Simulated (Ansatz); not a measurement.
Runs of Ansatz 0.2.0 on Re. Symmetry: P6_3/mmc, No. 194, hexagonal system. Conventional cell: a = 2.761 Å, b = 2.761 Å, c = 4.458 Å, α = 90.00°, β = 90.00°, γ = 120.00°. Around Re (site symmetry -6m2) lie 12 Re at 2.74 to 2.76 Å. 

```csv
task,level,spin,cell,k mesh,cutoff (eV),gap on the mesh (eV),pressure (GPa)
single point,HSE06,"SOC, no magnetisation",as given,5 × 5 × 3,420,none,-5.9
single point,r2SCAN0,off,as given,6 × 6 × 3,500,none,-9.0
single point,HF,off,as given,6 × 6 × 3,420,none,(a)
relaxation of cell and atoms,PBEsol0,off,relaxed,6 × 6 × 3,420,none,0.0
single point,r2SCAN50,off,as given,6 × 6 × 3,500,none,-17.4
```

Alike in all rows: potentials or basis Ansatz PAW; smearing fermi-dirac 0.05 eV; the mesh is coarse, so values aren't converged.

Q: Fill in the values left out.

A: (a) -3.6.

Caveats: all runs use coarse meshes; the PAW data sets come from PBE, with cores solved anew for the run's functional, which leaves a small shift of forces and pressure; the thresholds are loose for stress (some runs); the plane-wave basis is chosen anew once the cell has moved, so the energies of steps on either side of that aren't comparable (some runs); so large a pressure means that the cell lies far from this level's equilibrium, or that cutoff or potentials fall short (some runs).

A k mesh can miss the band edges, and rows without SOC leave out spin-orbit coupling on Re.

A gap of «none» marks a metal or a gap under the smearing width.
